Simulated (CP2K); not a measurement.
SrO:

```
CELL_PARAMETERS angstrom
3.62930 0.00000 0.00000
1.81465 3.14306 0.00000
1.81465 1.04769 2.96331
ATOMIC_POSITIONS crystal
Sr 0.50000 0.50000 0.50000
O 0.00000 0.00000 0.00000
```

Base run:

* Program: CP2K 2026.2
* Functional: RPBE
* Potentials or basis: POTENTIAL_UZH Sr GTH-PBE-q10, O GTH-PBE-q6; TZVP-MOLOPT-PBE-GTH basis
* Density cutoff: 8163 eV
* k mesh: 9 × 9 × 9
* Occupations: fermi-dirac, width 0.05 eV
* Spin: no spin polarisation

Its results: band gap on the k mesh 3.61 eV, indirect (least direct gap 3.70 eV); pressure 7.5 GPa.

Task: After a change of settings the same cell gave: band gap on the k mesh 3.52 eV, indirect (least direct gap 3.61 eV); pressure 4.7 GPa. Which change was it?
A. functional from RPBE to PBE
B. functional from RPBE to revPBE; ngrids from 4 to 5
C. functional from RPBE to PBEsol

Result: A.

PBE binds more tightly than RPBE, so the same cell stands under less pressure.

Caveats: the basis of atomic orbitals isn't converged, which shifts pressures, moduli and gaps; the potentials were made for another functional, which shifts forces and pressure (some runs).
